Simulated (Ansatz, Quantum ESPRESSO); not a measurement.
# AuAl2: spin-orbit coupling in 2 programs

```cif
data_structure
_symmetry_space_group_name_H-M 'P 1'
_symmetry_Int_Tables_number 1
_cell_length_a 4.2426
_cell_length_b 4.2426
_cell_length_c 4.2426
_cell_angle_alpha 60.000
_cell_angle_beta 60.000
_cell_angle_gamma 60.000
_cell_volume 54.00
loop_
_atom_site_label
_atom_site_type_symbol
_atom_site_fract_x
_atom_site_fract_y
_atom_site_fract_z
_atom_site_occupancy
Au1 Au 0.00000 0.00000 0.00000 1
Al1 Al 0.75000 0.75000 0.75000 1
Al2 Al 0.25000 0.25000 0.25000 1
```

Kept alike: task band structure; functional PBEsol; k mesh 8 × 8 × 8; occupations fermi-dirac, width 0.05 eV. The mesh is that of the run's cell of 3 atoms.

- A: Ansatz, Ansatz PAW, made for PBE, cutoff 420 eV
- B: Quantum ESPRESSO; PseudoDojo 0.4.1 SR PBEsol standard (False); PseudoDojo 0.4 FR PBEsol standard (True), cutoff 1034 eV

```csv
spin-orbit coupling,A: pressure (GPa),B: pressure (GPa)
off,0.06,-0.07
on,-0.74,-0.70
```

Pressure is positive in compression; plane-wave values hold the error of the finite cutoff, which Ansatz corrects. Values on potentials made for another functional: all of A. For a metal such a mesh leaves the last digits unconverged.

**Question.** How large is the effect of spin-orbit coupling, and do the programs agree on it?

**Answer.** From off to on the pressure moves by -0.80 in A, -0.63 in B (GPa). Row by row the programs differ by 0.04 to 0.13, and the shifts point the same way but differ by 21 % of the larger.
